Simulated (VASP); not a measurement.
## Ti2O: band structure with TPSS

The system is Ti2O.

```
Ti O
1.0
     2.91940    0.00000    0.00000
    -1.45970    2.52827    0.00000
     0.00000    0.00000    4.71300
Ti O
2 1
Cartesian
  0.0000 1.6855 3.3993
  1.4597 0.8428 1.3137
  0.0000 0.0000 0.0000
```

```
Program                : VASP 6.6.1
Task                   : band structure
Functional             : TPSS
Potentials or basis    : VASP PAW PBE potentials, release 64 (Ti_sv, O)
Cutoff                 : 520 eV
k mesh                 : 10 × 10 × 6
Occupations            : fermi-dirac, width 0.05 eV
Spin                   : no spin polarisation
Further INCAR settings : ALGO = Normal; EDIFF = 1e-06
```

```json
{
  "Pressure": "9.2 GPa",
  "Largest force": "1.172 eV/Å",
  "Band gap along the path": "none (metal or under the smearing width)"
}
```

Forces in eV/Å, atoms in the order of the input:
```
Ti   0.000  0.000  1.172
Ti   0.000  0.000 -1.172
O    0.000  0.000  0.000
```

Stress tensor (GPa, compression positive):
```
 6.91  0.00  0.00
 0.00  6.91  0.00
 0.00  0.00 13.75
```

Levels at the corners of the path, in eV from the Fermi level:
```tsv
point	band 13	band 14	band 15	band 16	band 17	band 18
Γ	-3.75	-0.45	0.36	0.50	0.50	0.97
M	-2.87	-1.42	-0.48	1.27	1.73	3.00
M	-2.87	-1.42	-0.48	1.27	1.73	3.00
K	-2.03	-1.25	-1.25	1.60	1.60	2.10
K	-2.03	-1.25	-1.25	1.60	1.60	2.10
Γ	-3.75	-0.45	0.36	0.50	0.50	0.97
Γ	-3.75	-0.45	0.36	0.50	0.50	0.97
A	-2.05	-1.62	0.12	0.12	1.42	2.01
A	-2.05	-1.62	0.12	0.12	1.42	2.01
L	-1.63	-1.45	-0.65	-0.41	0.88	3.01
L	-1.63	-1.45	-0.65	-0.41	0.88	3.01
H	-1.66	-0.86	-0.86	1.45	1.45	1.70
H	-1.66	-0.86	-0.86	1.45	1.45	1.70
A	-2.05	-1.62	0.12	0.12	1.42	2.01
L	-1.63	-1.45	-0.65	-0.41	0.88	3.02
M	-2.87	-1.42	-0.48	1.27	1.73	3.00
K	-2.03	-1.25	-1.25	1.60	1.60	2.10
H	-1.66	-0.86	-0.86	1.45	1.45	1.70
```

Wall time 3.6 min on 1 thread of Intel(R) Xeon(R) 6975P-C (Granite Rapids), with other jobs on the host, peak memory 0.21 GiB.

Caveat: the PAW data sets were made with another functional, which shifts forces and pressure a little; semilocal functionals often make such compounds metallic where correlation or magnetic order opens a gap, which also shifts bond lengths.
